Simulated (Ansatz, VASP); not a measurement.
# Two plane-wave programs on Rb

```
Rb
1.0
     4.97066    0.00000    0.00000
    -2.48533    4.30472    0.00000
     0.00000    0.00000    8.09685
Rb
2
Direct
  0.33333 0.66667 0.25000
  0.66667 0.33333 0.75000
```

Alike in both runs: functional PBEsol; k mesh 12 × 12 × 6; occupations gaussian, width 0.1 eV; no spin polarisation.

Ansatz relaxed the structure, and its values are those at the end. VASP's run is a single point on that final structure, the one shown.

|  | VASP | Ansatz |
| --- | --- | --- |
| version | VASP 6.6.1 | Ansatz 0.2.0 |
| potentials or method | VASP PAW PBE potentials, release 64 (Rb_sv) | scalar-relativistic, plane waves, PAW |
| plane-wave cutoff (eV) | 520 | 420 |
| valence electrons in the cell | 18 | 18 |

|  | VASP | Ansatz | Ansatz less VASP |
| --- | --- | --- | --- |
| gap on the k mesh at the Fermi level (eV) | none | none | - |
| pressure (GPa) | 0.0 | 0.0 | 0.00 |

A gap of «none» marks a metal or a gap that the smearing closes. With one functional, cell and mesh, what is left measures potentials, basis and numerics.

Caveats: the PAW data sets were made with another functional, which shifts forces and pressure a little (VASP).
